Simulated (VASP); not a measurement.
# AlN: restarted molecular dynamics, 2 variants

AlN, F-43m (no. 216), 8 atoms in the cell. PBE, molecular dynamics; PAW potentials Al, N (PBE set).

| Restart from | Temperature at the end (K) | The same without a restart (K) | Potential energy at the end (eV/atom) | The same without a restart (eV/atom) | Electronic steps in the first step after the restart | Time (s) |
|---|---|---|---|---|---|---|
| CONTCAR with velocities, WAVECAR read | 440.0 | 440.0 | -7.33922 | -7.33922 | 4 | 90 |
| CONTCAR with velocities, no WAVECAR | 440.0 | 440.0 | -7.33922 | -7.33922 | 13 | 89 |

Limits: 60 fs of 8 atoms are too short for converged averages; the cell is only 4.4 Å across, so each atom moves in step with near copies of itself.

## Input of the first row

INCAR.step1:
```
SYSTEM = AlN
GGA = PE ; PREC = Normal
ENCUT = 400 ; EDIFF = 1E-6
NELMIN = 4 ; NELM = 60
ALGO = Normal ; LREAL = Auto
LASPH = .TRUE. ; ISMEAR = 0
SIGMA = 0.05 ; ISYM = 0
LWAVE = .TRUE. ; LCHARG = .FALSE.
IBRION = 0 ; NSW = 30
POTIM = 1.0 ; TEBEG = 600
ISIF = 2 ; RANDOM_SEED = 703859 0 0
MDALGO = 4 ; NHC_NCHAINS = 3
NHC_PERIOD = 30 ; KPAR = 2
```

INCAR.step2, as INCAR.step1 but for:
```
- LWAVE = .TRUE.
+ LWAVE = .FALSE.
```

KPOINTS:
```
k-points
0
Monkhorst-Pack
  2 2 2
```

POSCAR.step1:
```
AlN
1.0
    4.3679871192      0.0000000000      0.0000000000
    0.0000000000      4.3679871192      0.0000000000
    0.0000000000      0.0000000000      4.3679871192
Al N
4 4
Direct
    0.0000000000      0.0000000000      0.0000000000
    0.0000000000      0.5000000000      0.5000000000
    0.5000000000      0.0000000000      0.5000000000
    0.5000000000      0.5000000000      0.0000000000
    0.2500000000      0.2500000000      0.7500000000
    0.2500000000      0.7500000000      0.2500000000
    0.7500000000      0.2500000000      0.2500000000
    0.7500000000      0.7500000000      0.7500000000
```

Commands (each step's output is kept before the next begins):
```
cat potpaw_PBE.64/Al/POTCAR potpaw_PBE.64/N/POTCAR > POTCAR
cp INCAR.step1 INCAR
cp POSCAR.step1 POSCAR
mpirun -np 2 vasp_std > vasp.out
cp CONTCAR POSCAR
cp INCAR.step2 INCAR
mpirun -np 2 vasp_std > vasp.out
```

Changes of the last row against the first:
```
(step 1)
- LWAVE = True
+ LWAVE = False
```

VASP 6.6.1 took 90 s on 2 cores (Intel Xeon Platinum 8259CL @ 2.50GHz (Skylake/Cascade Lake)), a shared host.
